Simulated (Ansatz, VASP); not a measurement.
# Nb: VASP beside Ansatz

Contents of INCAR:

```
SYSTEM = Nb
ALGO = Normal
EDIFF = 1E-6
ENCUT = 520
ISIF = 2
ISMEAR = 1
LASPH = .TRUE.
LCHARG = .FALSE.
LREAL = .FALSE.
LWAVE = .FALSE.
NBANDS = 12
NELM = 100
PREC = Accurate
SIGMA = 0.01
```

KPOINTS

```
k-points
0
G
  14 14 14
  0 0 0
```

POSCAR

```
Nb
1.0
   -1.6231103068      1.6231103068      1.6231103068
    1.6231103068     -1.6231103068      1.6231103068
    1.6231103068      1.6231103068     -1.6231103068
Nb
1
Direct
    0.0000000000      0.0000000000      0.0000000000
```

Input for Ansatz:

```yaml
crystal:
  lattice:
    - [-1.6231103068, 1.6231103068, 1.6231103068]
    - [1.6231103068, -1.6231103068, 1.6231103068]
    - [1.6231103068, 1.6231103068, -1.6231103068]
  atoms:
    - { symbol: Nb, position: [0.0, 0.0, 0.0] }
hamiltonian:
  xc: lda
  pseudopotentials:
    kind: paw
    azcp:
      Nb: "pseudopotentials/Nb.paw.azcp"
basis:
  ecutwfc: 420
  fft_grid_basis: typed
kpoints:
  mp_grid: { grid: [14, 14, 14], shift: [0, 0, 0] }
magnetization:
  spin_polarized: false
scf:
  occupations: { method: methfessel_paxton, width: 0.01 }
  lower_state_search: "off"
output:
  stress: true
  write_density: true
  write_potential: true
  elf: true
  volumetric_format: npy
```

Alike in both runs: task single point; functional LDA; k mesh 14 × 14 × 14; occupations methfessel-paxton of order 1, width 0.01 eV; no spin polarisation.

|  | VASP | Ansatz |
| --- | --- | --- |
| version | VASP 6.6.1 | Ansatz 0.2.0 |
| potentials or method | VASP PAW LDA potentials, release 64 (Nb_sv) | plane waves (420 eV) with PAW, scalar-relativistic |
| plane-wave cutoff (eV) | 520 | 420 |
| valence electrons in the cell | 13 | 13 |

|  | VASP | Ansatz | Ansatz less VASP |
| --- | --- | --- | --- |
| pressure (GPa) | -0.1 | 0.0 | +0.15 |

Ansatz warned: «pseudo_functional_mismatch».
